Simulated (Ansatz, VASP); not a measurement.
**Two plane-wave programs on GaAs**

Contents of INCAR:

```
  PREC = Accurate
  ENCUT = 520
  EDIFF = 1E-6
  ISMEAR = 0
  SIGMA = 0.02
  LREAL = False
  LASPH = True
  NELM = 100
  ALGO = Normal
  ISIF = 2
  LWAVE = False
  LCHARG = True
  GGA = PS
  LELF = True
  LVHAR = True
  NBANDS = 16
```

KPOINTS

```
Automatic mesh
0
Gamma
  6 6 6
```

The input POSCAR:

```
GaAs
1.0
    0.0000000000      2.8291375010      2.8291375010
    2.8291375010      0.0000000000      2.8291375010
    2.8291375010      2.8291375010      0.0000000000
Ga As
1 1
Direct
    0.0000000000      0.0000000000      0.0000000000
    0.2500000000      0.2500000000      0.2500000000
```

Input for Ansatz:

```yaml
crystal:
  lattice:
    - [0.0, 2.829137501, 2.829137501]
    - [2.829137501, 0.0, 2.829137501]
    - [2.829137501, 2.829137501, 0.0]
  atoms:
    - { symbol: Ga, position: [0.0, 0.0, 0.0] }
    - { symbol: As, position: [0.25, 0.25, 0.25] }
basis:
  ecutwfc: 420
kpoints:
  mp_grid: { grid: [6, 6, 6] }
  band_path:
    path:
      - [0.0, 0.0, 0.0]
      - [-0.5, -0.5, 0.0]
      - [-0.375, -0.375, 0.25]
      - [-0.375, 0.0, 0.375]
      - [0.0, 0.0, 0.5]
      - [-0.5, -0.25, 0.25]
    npoints: 1
hamiltonian:
  xc: pbesol
scf:
  occupations: { method: gaussian, width: 0.02 }
  n_extra_bands: 4
output:
  forces: true
  stress: true
  eigenvalues: true
```

Alike in both runs: task single point; functional PBEsol; k mesh 6 × 6 × 6; occupations gaussian, width 0.02 eV; no spin polarisation.

|  | VASP | Ansatz |
| --- | --- | --- |
| version | VASP 6.6.1 | Ansatz 0.2.0 |
| potentials or method | VASP PAW PBE potentials, release 64 (Ga_d, As) | scalar-relativistic, plane waves, PAW |
| plane-wave cutoff (eV) | 520 | 420 |
| valence electrons in the cell | 18 | 28 |

Ansatz gave:

```
gap on the k mesh at the Fermi level (eV) : 0.42
least direct gap on the mesh (eV)         : 0.42
pressure (GPa)                            : 0.0
```

Question: Estimate VASP's values.

Answer: gap on the k mesh at the Fermi level (eV): 0.43; least direct gap on the mesh (eV): 0.43; pressure (GPa): 0.2.

With one functional, cell and mesh, what is left measures potentials, basis and numerics. The two sets of potentials don't hold the same shells in valence.

Caveats: the PAW data sets were made with another functional, which shifts forces and pressure a little (VASP). A k mesh can miss the band edges.
